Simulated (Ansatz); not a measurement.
Level of theory: DFT PBE, scalar-relativistic, plane waves, PAW in Ansatz 0.2.0. Plane waves to 420 eV, a 12×12×12 mesh through Γ for the 4-atom cell and 0.10 eV Gaussian smearing; no spin polarisation.

Formation energies are uncorrected and count from the elements' standard states at the same level.

Question: Suggest a trial structure for a trigonal metal that holds In and 1 more element, with a formation energy near −0.44 eV/atom and about 27 Å³ per atom, in a cell of 4 atoms.

Answer: InSe, space group R-3m (No. 166). In on its first site has 6 Se at 3.17 Å; In on its second site is surrounded by 6 Se at 2.85 Å; Se has 3 In at 2.85 Å and 3 In at 3.17 Å.

```
In Se
1.0
     2.06485    1.19214    7.30097
    -2.06485    1.19214    7.30097
     0.00000   -2.38428    7.30097
In Se
2 2
Direct
  0.00000 0.00000 0.00000
  0.50000 0.50000 0.50000
  0.23773 0.23773 0.23773
  0.76227 0.76227 0.76227
```

| Item | Value |
| --- | --- |
| Volume per atom | 26.96 Å³ |
| Density | 5.97 g/cm³ |
| Formation energy | −0.44 eV/atom |
| Gap on the 12×12×12 mesh of the 4-atom cell | 0 eV (a metal) |

It was reached by relaxing an invented guess, and it needn't be the stable form of this composition. Other answers may fit too; this one was computed.

The reference form of Se is held partly by dispersion forces, which this level lacks. This cell was reached by moving the atoms of another relaxed cell at random and relaxing again, last within the group found; it had no such test of its own.
